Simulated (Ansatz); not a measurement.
Crystal: CdS (Greenockite).

```xyz
4
Lattice="4.1500 0.0000 0.0000 -2.0750 3.5940 0.0000 0.0000 0.0000 6.7370" Properties=species:S:1:pos:R:3 pbc="T T T"
Cd    2.0750    1.1980    3.3685
Cd    0.0000    2.3960    0.0000
S     2.0750    1.1980    5.8949
S     0.0000    2.3960    2.5264
```

| Item | Value |
| --- | --- |
| Program | Ansatz 0.2.0 |
| Task | relaxation of cell and atoms |
| Functional | PBEsol0 |
| Potentials or basis | Ansatz PAW |
| Cutoff | 420 eV (not typed: the program's choice for these potentials) |
| k mesh | 4 × 4 × 2 |
| Occupations | fermi-dirac, width 0.05 eV |
| Spin | no spin polarisation |

At the start: volume 25.12 Å³/atom.

Problem. How do energy, volume and symmetry change on relaxing?

Solution. It ends after 5 steps and the volume is 24.58 Å³/atom (-2.2 %); space group P6_3mc (No. 186, to 0.05 Å).

Step by step:
| step | energy change (eV) | largest force (eV/Å) | volume (Å³) |
| --- | --- | --- | --- |
| 1 | 0.0000 | 0.0588 | 100.48 |
| 2 | -0.0114 | 0.0217 | 98.09 |
| 3 | -0.0114 | 0.0105 | 98.31 |
| 4 | -0.0114 | 0.0002 | 98.32 |
| 5 | -0.0103 | 0.0000 | 98.32 |

Final structure:
```xyz
4
Lattice="4.1221 0.0000 0.0000 -2.0611 3.5699 0.0000 0.0000 0.0000 6.6811" Properties=species:S:1:pos:R:3 pbc="T T T"
Cd    2.0611    1.1900    3.3333
Cd    0.0000    2.3799   -0.0072
S     2.0611    1.1900    5.8532
S     0.0000    2.3799    2.5127
```

Caveat: the k mesh is coarse (spacing up to 0.47 Å⁻¹), so the values aren't converged, least of all with exact exchange; the plane-wave basis is chosen anew once the cell has moved, so the energies of steps on either side of that aren't comparable; the PAW data sets come from PBE, with cores solved anew for the run's functional, which leaves a small shift of forces and pressure.
